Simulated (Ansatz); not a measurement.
# Si (Fd-3m): one-shot GW input and result

The calculation used G0W0@PBE, plasmon-pole screening, soft PAW set, first generation in Ansatz.

The input was:

```json
{
 "crystal": {"lattice": [[0.0, 2.7155, 2.7155], [2.7155, 0.0, 2.7155], [2.7155, 2.7155, 0.0]], "atoms": [{"symbol": "Si", "position": [0, 0, 0]}, {"symbol": "Si", "position": [0.25, 0.25, 0.25]}]},
 "kpoints": {"mp_grid": {"grid": [8, 8, 8], "shift": [0, 0, 0]}},
 "hamiltonian": {"xc": "pbe", "pseudopotentials": {"kind": "paw"}},
 "scf": {"occupations": {"method": "fixed"}, "convergence": {"dr2_threshold": "1e-9 eV"}, "lower_state_search": "off"},
 "output": {"forces": false, "stress": false},
 "gw": {"n_empty_bands": 198, "ecut_chi": 113.3, "qp_bands": ["v1", "c1"], "qp_kpoints": [[0, 0, 0], [0, 0.5, 0.5], [0, 0, 0.5]], "ecutfock_ratio": 2}
}
```

The input is rewritten from the run's settings (development build, wave cutoff 420 eV).

Linearised quasiparticle energies, zero at the top filled Kohn-Sham level among these points. VB is the top filled band, CB the lowest empty one. The wave cutoff came out at 420 eV.

| k | band | ε_KS (eV) | Σx − Vxc (eV) | Σc (eV) | Z | ε_QP (eV) |
| --- | --- | --- | --- | --- | --- | --- |
| Γ | VB | 0.00 | -1.22 | 0.68 | 0.77 | -0.41 |
| Γ | CB | 2.56 | 4.33 | -4.09 | 0.77 | 2.74 |
| L | VB | -1.20 | -1.79 | 1.19 | 0.76 | -1.65 |
| L | CB | 1.53 | 4.02 | -3.84 | 0.77 | 1.68 |
| X | VB | -2.85 | -2.56 | 1.87 | 0.75 | -3.37 |
| X | CB | 0.71 | 3.72 | -3.70 | 0.78 | 0.73 |

The gap (from Γ to X) opens from 0.71 eV to 1.14 eV.

Electronic (ion-clamped) dielectric constant on this mesh, from the head of the inverse dielectric matrix: 13.2.

Soft PAW datasets can miss an all-electron G0W0 gap by more than 5 %. Band sums or response are cut, so the gap isn't at its basis limit. The gap is read among the points solved; the crystal's band edges can lie elsewhere. Meshes this coarse can overestimate the dielectric constant by a tenth and more.
